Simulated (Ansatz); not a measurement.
Co, 2 atoms in the cell. The typed cell holds 2 atoms: a = 2.487 Å, b = 2.487 Å, c = 4.063 Å, α = 90.00°, β = 90.00°, γ = 120.00°.  The cell isn't the ideal one: atoms moved at random, drawn with an rms of 0.05 Å.

```yaml
Program: Ansatz 0.2.0
Task: single point
Functional: PBEsol
Potentials_or_basis: Ansatz PAW
Cutoff: "420 eV (not typed: the program's choice for these potentials)"
k_mesh: 12 × 12 × 7
Occupations: fermi-dirac, width 0.05 eV
Spin: collinear spin, ferromagnetic start
Starting_moments: "[2.0, 2.0] μB"
```

Potentials or basis: Ansatz PAW.

Run with:

```sh
$ ansatz run input.yaml --threads 2 --pin off --max-ram 5632MiB --backend cpu --events-out ev --progress --plain --runs-dir out
```

Hardware: 2 threads of AMD EPYC 7R43 64-Core Processor (Zen 3), with other jobs on the host.

Q: Estimate the wall time of this run.

A: Run time: 18 s on 2 threads of AMD EPYC 7R43 64-Core Processor (Zen 3), on a shared host, peak memory 0.72 GiB. Counts: scf iterations 10, plane waves 391, k points 506, bands 23.
